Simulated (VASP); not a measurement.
Here is a VASP 6.6.1 calculation.

Contents of INCAR:

```
PREC = Accurate ; ENCUT = 750
EDIFF = 1E-8 ; ISMEAR = 1
SIGMA = 0.1 ; LREAL = F
LASPH = T ; NELM = 120
ALGO = Normal ; ISIF = 2
LWAVE = F ; LCHARG = F
LDIPOL = T ; IDIPOL = 3
DIPOL = 0.5 0.5 0.500 ; GGA = PS
NBANDS = 12 ; LVHAR = T
LVACPOTAV = T
```

File KPOINTS:

```
Automatic mesh
0
Gamma
  22 22 1
```

Contents of POSCAR:

```
Sb
1.0
    3.3545324200      0.0000000000      0.0000000000
   -1.6772662100      2.9051102900      0.0000000000
    0.0000000000      0.0000000000     22.0000000000
Sb
1
Direct
    0.6666666667      0.3333333333      0.5000000000
```

Potentials or basis: VASP PAW PBE potentials, release 64 (Sb).

The run is started by

```console
$ cat potpaw_PBE.64/Sb/POTCAR > POTCAR
$ mpirun -np 1 vasp_std > vasp.out
```

(1) Estimate the band gap on the k mesh.

(2) Estimate the work function of the upper face.

(3) Predict the work function of the lower face.

Answers

(1) none (metal or under the smearing width).

(2) 4.84 eV.

(3) 4.84 eV.
